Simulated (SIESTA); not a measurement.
## Au under changes of volume

One of the cells (18.207 Å³/atom); the others are scaled copies at fixed shape and fractional positions:

```
Au
1.0
    -1.65727    1.65727    1.65727
     1.65727   -1.65727    1.65727
     1.65727    1.65727   -1.65727
Au
1
Direct
  0.00000 0.00000 0.00000
```

This isn't the form of Au at room conditions, which is fcc.

| Item | Value |
| --- | --- |
| Program | SIESTA 5.4.2 |
| Functional | LDA |
| Potentials or basis | PseudoDojo 0.4 standard (LDA files) |
| Basis | DZP (energy shift 0.003 Ry; two zetas on semicore shells) |
| Grid cutoff | 800 Ry |
| Energy shift | 0.003 Ry |
| k mesh | 11 × 11 × 11 |
| Occupations | fermi-dirac, width 0.05 eV |
| Spin | no spin polarisation |

| volume (Å³/atom) | energy over the lowest point (meV/atom) | pressure (GPa) |
| --- | --- | --- |
| 17.115 | 0.00 | -3.6 |
| 17.479 | 12.28 | -7.0 |
| 17.843 | 31.74 | -9.9 |
| 18.207 | 57.24 | -12.5 |
| 18.571 | 88.30 | -14.9 |
| 18.935 | 124.31 | -16.8 |
| 19.299 | ? | ? |

Problem. What does the run at 19.299 Å³/atom give?

Solution. Energy over the lowest point 164.39 meV/atom; pressure -18.4 GPa.

Worked out: A Birch-Murnaghan fit of order 3 (a polynomial in V^(-2/3)) to the other rows has its minimum at 16.74 Å³/atom, just outside them, with B0 = V·E''(V) = 180 GPa and B' = 4.5. It gives 164.61 meV/atom at 19.299 Å³/atom, against the run's 164.39, and -dE/dV = -18.6 GPa, against -18.4.

Energies are extrapolated to zero smearing.

Caveats: short orbitals over semicore shells can move pressures by several GPa; the basis of atomic orbitals isn't converged, which shifts pressures, moduli and gaps.
